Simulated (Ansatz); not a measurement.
**HfO2: band structure with revPBE**

Crystal: HfO2.

```xyz
6
Lattice="4.8135 0.0000 0.0000 0.0000 4.8135 0.0000 0.0000 0.0000 3.2054" Properties=species:S:1:pos:R:3 pbc="T T T"
Hf    2.4068    2.4068    1.6027
Hf    0.0000    0.0000    0.0000
O     3.8751    0.9384    1.6027
O     3.3452    3.3452    0.0000
O     1.4683    1.4683    0.0000
O     0.9384    3.8751    1.6027
```

Measurements of this composition are mostly on another form, of space group No. 14.

* Program: Ansatz 0.2.0
* Task: band structure
* Functional: revPBE
* Potentials or basis: Ansatz PAW
* Cutoff: 420 eV (not typed: the program's choice for these potentials)
* k mesh: 6 × 6 × 8
* Occupations: fermi-dirac, width 0.05 eV
* Spin: no spin polarisation
* Path: [["G", "X", "M", "G", "Z", "R", "A", "Z"], ["X", "R"], ["M", "A"]]
* Points for each segment of the path: 14

```
Pressure                : 11.8 GPa
Largest force           : 0.101 eV/Å
Band gap on the k mesh  : 4.12 eV, direct
Band gap along the path : 4.12 eV, direct
```

Forces on the atoms (eV/Å):
```
Hf   0.000  0.000  0.000
Hf   0.000  0.000  0.000
O   -0.071  0.071  0.000
O    0.071  0.071  0.000
O   -0.071 -0.071  0.000
O    0.071 -0.071  0.000
```

Stress tensor (GPa, compression positive):
```
11.31  0.00  0.00
 0.00 11.31  0.00
 0.00  0.00 12.89
```

Levels at the corners of the path, in eV from the valence-band top:
```tsv
point	band 35	band 36	band 37	band 38	band 39	band 40	band 41	band 42
Γ	-0.63	-0.38	-0.38	0.00	4.12	4.29	5.37	5.73
X	-1.38	-1.38	-0.63	-0.63	4.79	4.79	6.35	6.35
M	-1.05	-1.05	-0.71	-0.71	4.35	4.35	5.79	5.79
Γ	-0.63	-0.38	-0.38	0.00	4.12	4.29	5.37	5.73
Z	-2.00	-2.00	-0.94	-0.94	5.74	5.74	6.21	6.21
R	-1.68	-1.68	-0.85	-0.85	4.33	4.33	6.47	6.47
A	-1.06	-1.06	-0.46	-0.46	5.27	5.27	5.99	5.99
Z	-2.00	-2.00	-0.94	-0.94	5.74	5.74	6.21	6.21
X	-1.38	-1.38	-0.63	-0.63	4.79	4.79	6.35	6.35
R	-1.68	-1.68	-0.85	-0.85	4.33	4.33	6.47	6.47
M	-1.05	-1.05	-0.71	-0.71	4.35	4.35	5.79	5.79
A	-1.06	-1.06	-0.46	-0.46	5.27	5.27	5.99	5.99
```

It took 22 s on 2 threads of Intel(R) Xeon(R) Processor @ 2.70GHz (shared host), peak memory 0.52 GiB.

Caveat: the pressure holds a Pulay correction of +0.6 GPa for the finite cutoff; spin-orbit coupling is left out, which moves the levels of the heavy elements; the PAW data sets come from PBE, with cores solved anew for the run's functional, which leaves a small shift of forces and pressure. A hybrid or GW would open this gap; revPBE tends to underestimate it.
